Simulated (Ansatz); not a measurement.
**How far is PAW off for NbC?**

```xyz
2
Lattice="0.0000 2.1560 2.2000 2.1560 0.0000 2.2000 2.1560 2.1560 0.0000" Properties=species:S:1:pos:R:3 pbc="T T T"
Nb    0.0000    0.0000    0.0000
C     2.1560    2.1560    2.2000
```

Atom numbers follow the list: Nb1, C2.

The conventional cell has a = 3.049 Å, b = 3.049 Å, c = 4.400 Å, α = 90.00°, β = 90.00°, γ = 90.00°. Nb (atom 1) has 6 C at 2.16 to 2.20 Å as nearest neighbours. Around C (atom 2) lie 6 Nb at 2.16 to 2.20 Å.

The geometry is COD entry 1011323, unchecked; take it as a test cell. It is an old determination, and later ones may differ. The listed cell was then made from it by scaling, straining or moving an atom.

Spin polarisation is left out, and whether a magnetic state lies lower isn't shown here.

Methods: DFT, PBEsol, PAW with Ansatz's default frozen-core files, scalar-relativistic (Ansatz 0.2.0); DFT, PBEsol, all-electron PAW with datasets made for the crystal, scalar-relativistic (Ansatz 0.2.0); DFT, PBEsol, all-electron LAPW, scalar-relativistic (Ansatz 0.2.0).

For PAW: a Γ-centred 14×14×14 k mesh, Fermi–Dirac smearing of 0.08 eV, cutoff 420 eV, no spin polarisation; the PAW files were made with PBE, and the program remakes their frozen cores for this functional. The crystal-made all-electron datasets (AE datasets) take a cutoff of 340 eV at this cell. LAPW targets a basis error of 0.25 meV/atom. The Ansatz runs share mesh, smearing and spin set-up. Plane-wave (PAW) pressures include the program's estimate of the Pulay term.

Stress and pressure are positive in compression.

The change that made this cell: equal xx and yy strain of -2 %.

Spin–orbit coupling is left out, which moves gradients at and beside heavy atoms by some per cent and at worst by a factor of two.

In a metal, gradients converge slowly with the k mesh: the values move by tens of per cent from one mesh to another, at times in sign, so only the comparison on one mesh counts.

| quantity | PAW | AE datasets | LAPW |
| --- | --- | --- | --- |
| pressure (GPa) | 28.10 | 28.04 | 28.04 |
| stress xx (GPa) | 33.41 | 33.35 | 33.34 |
| stress zz (GPa) | 17.48 | 17.42 | 17.42 |
| field gradient Vzz at Nb1 (10²¹ V/m²) | 4.06 | 4.17 | – |

PAW's pressure differs from the LAPW value by +0.06 GPa.
